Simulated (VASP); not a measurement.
# KCl (Pm-3m) in VASP: a series of runs

Aim: see how the results for KCl move with the level of theory and the settings. Levels: PBE, HSE06. Tasks: single point.

All numbers are computed with VASP 6.6.1; they aren't measurements. Logs are shortened: lines on timing, memory, paths and dates and some standing lists are left out, and cuts for length are marked.

**1. The structure**

It takes space group Pm-3m (No. 221, cubic). The conventional cell has a = 3.771 Å, b = 3.771 Å, c = 3.771 Å, α = 90.00°, β = 90.00°, γ = 90.00°. K (site symmetry m-3m) has 8 Cl at 3.27 Å as nearest neighbours. Cl (site symmetry m-3m) has 8 K at 3.27 Å as nearest neighbours.

The cell was built by a generator and needn't be a form met in nature.

**2. Single point, PBE**

Contents of INCAR:

```
  ALGO = Normal
  EDIFF = 1E-6
  ENCUT = 520
  GGA = PE
  ISIF = 2
  ISMEAR = 0
  LASPH = T
  LCHARG = F
  LREAL = F
  LWAVE = F
  NBANDS = 15
  NELM = 80
  PREC = Accurate
  SIGMA = 0.01
```

Contents of KPOINTS:

```
k-points
0
Gamma
  6 6 6
```

Contents of POSCAR:

```
KCl
1.0
    3.7711682906      0.0000000000      0.0000000000
    0.0000000000      3.7711682906      0.0000000000
    0.0000000000      0.0000000000      3.7711682906
K Cl
1 1
Direct
    0.0000000000      0.0000000000      0.0000000000
    0.5000000000      0.5000000000      0.5000000000
```

Potentials or basis: VASP PAW PBE potentials, release 64 (K_sv, Cl).

On the command line:

```sh
cat potpaw_PBE.64/K_sv/POTCAR potpaw_PBE.64/Cl/POTCAR > POTCAR
mpirun -np 1 vasp_std > vasp.out
```

OUTCAR:

```text
EDIFF = 1E-6
   ENCUT = 520
   GGA = PE
   ISIF = 2
   ISMEAR = 0
   LASPH = T
   LREAL = F
   NELM = 80
   PREC = Accurate

 ion  position               nearest neighbor table
   1  0.000  0.000  0.000-
   2  0.500  0.500  0.500-

  LATTYP: Found a simple cubic cell.
 ALAT       =     3.7711682906

  Lattice vectors:

 A1 = (   3.7711682906,   0.0000000000,   0.0000000000)
 A2 = (   0.0000000000,   3.7711682906,   0.0000000000)
 A3 = (   0.0000000000,   0.0000000000,   3.7711682906)

Analysis of symmetry for initial positions (statically):
=====================================================================
 Subroutine PRICEL returns:
 Original cell was already a primitive cell.

 Routine SETGRP: Setting up the symmetry group for a
 simple cubic supercell.

 Subroutine GETGRP returns: Found 48 space group operations
 (whereof 48 operations were pure point group operations)
 out of a pool of 48 trial point group operations.

The static configuration has the point symmetry O_h .

Analysis of symmetry for dynamics (positions and initial velocities):
=====================================================================
 Subroutine PRICEL returns:
 Original cell was already a primitive cell.

 Routine SETGRP: Setting up the symmetry group for a
 simple cubic supercell.

 Subroutine GETGRP returns: Found 48 space group operations
 (whereof 48 operations were pure point group operations)
 out of a pool of 48 trial point group operations.

The dynamic configuration has the point symmetry O_h .

 Subroutine INISYM returns: Found 48 space group operations
 (whereof 48 operations are pure point group operations),
 and found     1 'primitive' translations

----------------------------------------------------------------------------------------

                                     Primitive cell

  volume of cell :      53.6325

  direct lattice vectors                    reciprocal lattice vectors
     3.771168291  0.000000000  0.000000000     0.265169816  0.000000000  0.000000000
     0.000000000  3.771168291  0.000000000     0.000000000  0.265169816  0.000000000
     0.000000000  0.000000000  3.771168291     0.000000000  0.000000000  0.265169816

  length of vectors
     3.771168291  3.771168291  3.771168291     0.265169816  0.265169816  0.265169816

  position of ions in fractional coordinates (direct lattice)
     0.000000000  0.000000000  0.000000000
     0.500000000  0.500000000  0.500000000

  ion indices of the primitive-cell ions
   primitive index   ion index
                 1           1
                 2           2

----------------------------------------------------------------------------------------

 KPOINTS: k-points

Automatic generation of k-mesh.
 Grid dimensions read from file:
 generate k-points for:    6    6    6

 Generating k-lattice:

  Cartesian coordinates                     Fractional coordinates (reciprocal lattice)
     0.044194969  0.000000000  0.000000000     0.166666667  0.000000000  0.000000000
     0.000000000  0.044194969  0.000000000     0.000000000  0.166666667  0.000000000
     0.000000000  0.000000000  0.044194969     0.000000000  0.000000000  0.166666667

  Length of vectors
     0.044194969  0.044194969  0.044194969

  Shift w.r.t. Gamma in fractional coordinates (k-lattice)
     0.000000000  0.000000000  0.000000000

 Subroutine IBZKPT returns following result:
 ===========================================

 Found     20 irreducible k-points:

 Following reciprocal coordinates:
            Coordinates               Weight
  0.000000  0.000000  0.000000      1.000000
  0.166667  0.000000  0.000000      6.000000
  0.333333  0.000000  0.000000      6.000000
  0.500000  0.000000  0.000000      3.000000
  0.166667  0.166667  0.000000     12.000000
  0.333333  0.166667  0.000000     24.000000
[... 12 lines left out ...]
  0.500000  0.500000  0.333333      6.000000
  0.500000  0.500000  0.500000      1.000000
   k-points           NKPTS =     20   k-points in BZ     NKDIM =     20   number of bands    NBANDS=     15
   number of dos      NEDOS =    301   number of ions     NIONS =      2
   total plane-waves  NPLWV =  21952
   dimension x,y,z NGX =    28 NGY =   28 NGZ =   28
   dimension x,y,z NGXF=    56 NGYF=   56 NGZF=   56
   ions per type =               1   1
   NGX,Y,Z   is equivalent  to a cutoff of  12.34, 12.34, 12.34 a.u.
   NGXF,Y,Z  is equivalent  to a cutoff of  24.69, 24.69, 24.69 a.u.
 SYSTEM =  unknown system
   PREC   = accura    normal or accurate (medium, high low for compatibility)
   ISTART =      0    job   : 0-new  1-cont  2-samecut
   ICHARG =      2    charge: 1-file 2-atom 10-const
   ISPIN  =      1    spin polarized calculation?
   LNONCOLLINEAR =      F non collinear calculations
   LSORBIT =      F    spin-orbit coupling
   LASPH  =      T    aspherical Exc in radial PAW
   ENCUT  =  520.0 eV  38.22 Ry    6.18 a.u.   7.01  7.01  7.01*2*pi/ulx,y,z
   NELM   =     80;   NELMIN=  2; NELMDL= -5     # of ELM steps
   EDIFF  = 0.1E-05   stopping-criterion for ELM
   LREAL  =      F    real-space projection
   EDIFFG = 0.1E-04   stopping-criterion for IOM
   NSW    =      0    number of steps for IOM
   IBRION =     -1    ionic relax: 0-MD 1-quasi-New 2-CG
   NFREE  =      0    steps in history (QN), initial steepest desc. (CG)
   ISIF   =      2    stress and relaxation
   ISYM   =      2    0-nonsym 1-usesym 2-fastsym
   POTIM  = 0.5000    time-step for ionic-motion
   TEBEG  =    0.0;   TEEND  =   0.0 temperature during run
   PSTRESS=    0.0 pullay stress
   NELECT =      16.0000    total number of electrons
   NUPDOWN=      -1.0000    fix difference up-down
   EMIN   =  10.00;   EMAX   =-10.00  energy-range for DOS
   EFERMI =   0.00;   METHOD = LEGACY
   ISMEAR =     0;   SIGMA  =   0.01  broadening in eV -4-tet -1-fermi 0-gaus
   EFERMI_NEDOS =   21; number of points for ismear=-14 and -15
   IALGO  =     38    algorithm
   IMIX   =      4    mixing-type and parameters
     AMIX     =   0.40;   BMIX     =  1.00
     AMIX_MAG =   1.60;   BMIX_MAG =  1.00
  volume/ion in A,a.u.               =      26.82       180.96
  Fermi-wavevector in a.u.,A,eV,Ry     =   1.093886  2.067146 16.280562  1.196588
  Thomas-Fermi vector in A             =   2.230181
   LORBIT       =      0    0 simple, 1 ext, 2 COOP (PROOUT), +10 PAW based schemes
   GGA     = PE    functional components
   LHFCALC =     F    Hartree Fock is set to
   AEXX    =    0.0000 exact exchange contribution
   IVDW    =     0    specifies the selected vdW correction
   LEPSILON=     F    determine dielectric tensor
   LRPA    =     F    only Hartree local field effects (RPA)
 non-spin polarized calculation
 Gauss-broadening in eV      SIGMA  =   0.01
  energy-cutoff  :      520.00
  volume of cell :       53.63
 maximum number of plane-waves:      1472
   NGX = 15   NGY = 15   NGZ = 15

 number of electron      16.0000004 magnetization

 Free energy of the ion-electron system (eV)
  ---------------------------------------------------
  ext. energy  EPLUGINS =         0.00000000
  ---------------------------------------------------
  free energy    TOTEN  =        -6.64512866 eV

  energy without entropy =       -6.64512866  energy(sigma->0) =       -6.64512866

 E-fermi :  -0.5075     XC(G=0):  -8.3060

 val. band max:       -0.5621884342   @ k =   0.5000   0.5000   0.0000
 cond. band min:       4.4665926298   @ k =   0.0000   0.0000   0.0000
 fundamental gap:      5.0287810640
 Fermi energy:        -0.5074549280

 k-point     1 :       0.0000    0.0000    0.0000
  band No.  band energies     occupation
      1     -28.5339      2.00000
      2     -13.2324      2.00000
      3     -11.9095      2.00000
      4     -11.9095      2.00000
      5     -11.9095      2.00000
      6      -0.7756      2.00000
      7      -0.7756      2.00000
      8      -0.7756      2.00000
      9       4.4666      0.00000
     10       5.9584      0.00000
     11       5.9584      0.00000
     12      10.2230      0.00000
     13      10.2230      0.00000
     14      10.2230      0.00000
     15      13.2654      0.00000

 k-point     2 :       0.1667    0.0000    0.0000
  band No.  band energies     occupation
      1     -28.5280      2.00000
      2     -13.2786      2.00000
      3     -11.9003      2.00000
      4     -11.9003      2.00000
      5     -11.8740      2.00000
      6      -1.2936      2.00000
      7      -0.7803      2.00000
      8      -0.7803      2.00000
      9       5.1026      0.00000
     10       6.1929      0.00000
     11       6.5471      0.00000
     12      10.1276      0.00000
     13      10.1276      0.00000
     14      10.3592      0.00000
     15      12.2580      0.00000

 k-point     3 :       0.3333    0.0000    0.0000
  band No.  band energies     occupation
      1     -28.5160      2.00000
      2     -13.3740      2.00000
      3     -11.8818      2.00000
      4     -11.8818      2.00000
      5     -11.7932      2.00000
      6      -2.1143      2.00000
      7      -0.7911      2.00000
      8      -0.7911      2.00000
      9       6.4143      0.00000
     10       6.8344      0.00000
     11       7.6830      0.00000
     12      10.0592      0.00000
     13      10.0592      0.00000
     14      10.5542      0.00000
     15      10.6765      0.00000
[... 271 lines left out ...]
 k-point    19 :       0.5000    0.5000    0.3333
  band No.  band energies     occupation
      1     -28.4723      2.00000
      2     -12.8143      2.00000
      3     -12.1221      2.00000
      4     -12.1221      2.00000
      5     -12.0419      2.00000
      6      -1.9567      2.00000
      7      -1.9567      2.00000
      8      -1.6911      2.00000
      9       7.4578      0.00000
     10       8.3398      0.00000
     11       8.3398      0.00000
     12       8.9038      0.00000
     13       9.9952      0.00000
     14       9.9952      0.00000
     15      11.9011      0.00000

 k-point    20 :       0.5000    0.5000    0.5000
  band No.  band energies     occupation
      1     -28.4671      2.00000
      2     -12.7730      2.00000
      3     -12.1056      2.00000
      4     -12.1056      2.00000
      5     -12.1056      2.00000
      6      -1.9982      2.00000
      7      -1.9982      2.00000
      8      -1.9982      2.00000
      9       8.4178      0.00000
     10       8.4178      0.00000
     11       8.4178      0.00000
     12       9.5594      0.00000
     13       9.5594      0.00000
     14       9.5594      0.00000
     15      11.9306      0.00000

------------------------ aborting loop because EDIFF is reached ----------------------------------------

  FORCE on cell =-STRESS in cart. coord.  units (eV):
  Direction    XX          YY          ZZ          XY          YZ          ZX
  --------------------------------------------------------------------------------------
  -------------------------------------------------------------------------------------
  Total        0.3662723      0.3662723      0.3662723     -0.0000000      0.0000000     -0.0000000
  in kB       10.9417521     10.9417521     10.9417521     -0.0000000      0.0000000     -0.0000000
  external PRESSURE =      10.9417521 kB  Pullay stress =       0.0000000 kB

 VOLUME and BASIS-vectors are now :
 -----------------------------------------------------------------------------
  energy-cutoff  :      520.00
  volume of cell :       53.63
      direct lattice vectors                 reciprocal lattice vectors
     3.771168291  0.000000000  0.000000000     0.265169816  0.000000000  0.000000000
     0.000000000  3.771168291  0.000000000     0.000000000  0.265169816  0.000000000
     0.000000000  0.000000000  3.771168291     0.000000000  0.000000000  0.265169816

 POSITION                                       TOTAL-FORCE (eV/Angst)
 -----------------------------------------------------------------------------------
      0.00000      0.00000      0.00000         0.000000      0.000000      0.000000
      1.88558      1.88558      1.88558         0.000000      0.000000      0.000000
 -----------------------------------------------------------------------------------
    total drift:                               -0.000000      0.000000      0.000000

  FREE ENERGIE OF THE ION-ELECTRON SYSTEM (eV)
  ---------------------------------------------------
  free  energy   TOTEN  =        -6.6451286593 eV

  energy  without entropy=       -6.6451286593  energy(sigma->0) =       -6.64512866
```

Run time: 19 s. Hardware: 1 thread of Intel Xeon Platinum 8488C (Sapphire Rapids), shared host; peak memory 0.15 GiB.

Results:

```
Free energy            : -6.6451 eV
Pressure               : 1.1 GPa
Band gap on the k mesh : 5.03 eV, indirect (least direct gap 5.24 eV)
```

Levels at points of the mesh, in eV from the valence-band top:
| k point | band 4 | band 5 | band 6 | band 7 | band 8 | band 9 | band 10 | band 11 | band 12 | band 13 |
| --- | --- | --- | --- | --- | --- | --- | --- | --- | --- | --- |
| (0.00, 0.00, 0.00) | -11.35 | -11.35 | -0.21 | -0.21 | -0.21 | 5.03 | 6.52 | 6.52 | 10.79 | 10.79 |
| (0.50, 0.00, 0.00) | -11.31 | -11.19 | -1.90 | -0.23 | -0.23 | 7.94 | 7.97 | 8.54 | 10.16 | 10.68 |
| (0.50, 0.50, 0.00) | -11.61 | -11.28 | -1.27 | -1.27 | 0.00 | 6.22 | 7.35 | 8.99 | 8.99 | 11.78 |
| (0.50, 0.50, 0.50) | -11.54 | -11.54 | -1.44 | -1.44 | -1.44 | 8.98 | 8.98 | 8.98 | 10.12 | 10.12 |

A k mesh can miss the band edges. A hybrid or GW would open this gap; PBE tends to underestimate it.

**3. Single point, HSE06**

POSCAR is that of step 2.

Contents of INCAR.step1:

```
PREC = Accurate
ENCUT = 520
EDIFF = 1E-5
ISMEAR = 0
SIGMA = 0.01
LREAL = F
LASPH = T
NELM = 60
ALGO = Normal
ISIF = 2
LWAVE = T
GGA = PE
NBANDS = 15
```

Contents of INCAR.step2:

```
PREC = Accurate
ENCUT = 520
EDIFF = 1E-7
ISMEAR = 0
SIGMA = 0.01
LREAL = F
LASPH = T
NELM = 60
ALGO = Normal
ISIF = 2
LWAVE = F
LCHARG = T
GGA = PE
LHFCALC = T
HFSCREEN = 0.2079
PRECFOCK = Normal
LELF = T
LVHAR = T
ISTART = 1
NBANDS = 15
```

Contents of KPOINTS:

```
regular mesh
0
Gamma
  4 4 4
```

Potentials or basis: VASP PAW PBE potentials, release 64 (K_sv, Cl).

On the command line:

```sh
cat potpaw_PBE.64/K_sv/POTCAR potpaw_PBE.64/Cl/POTCAR > POTCAR
cp INCAR.step1 INCAR
mpirun -np 1 vasp_std > vasp.out
cp INCAR.step2 INCAR
mpirun -np 1 vasp_std > vasp.out
```

Run time: 11 min. Hardware: 1 thread of Intel Xeon Platinum 8488C (Sapphire Rapids), shared host; peak memory 0.26 GiB.

It converged, with:

* Free energy: -7.7127 eV
* Pressure: 0.7 GPa
* Band gap on the k mesh: 6.36 eV, indirect (least direct gap 6.59 eV)

Levels at points of the mesh, in eV from the valence-band top:
| k point | band 6 | band 7 | band 8 | band 9 | band 10 | band 11 |
| --- | --- | --- | --- | --- | --- | --- |
| (0.00, 0.00, 0.00) | -0.23 | -0.23 | -0.23 | 6.36 | 7.95 | 7.95 |
| (0.50, 0.00, 0.00) | -2.01 | -0.24 | -0.24 | 9.36 | 9.54 | 10.09 |
| (0.50, 0.50, 0.00) | -1.38 | -1.38 | 0.00 | 7.60 | 8.86 | 10.64 |
| (0.50, 0.50, 0.50) | -1.53 | -1.53 | -1.53 | 10.36 | 10.36 | 10.36 |

Caveat: the PAW data sets were made with another functional, which shifts forces and pressure a little. A k mesh can miss the band edges.
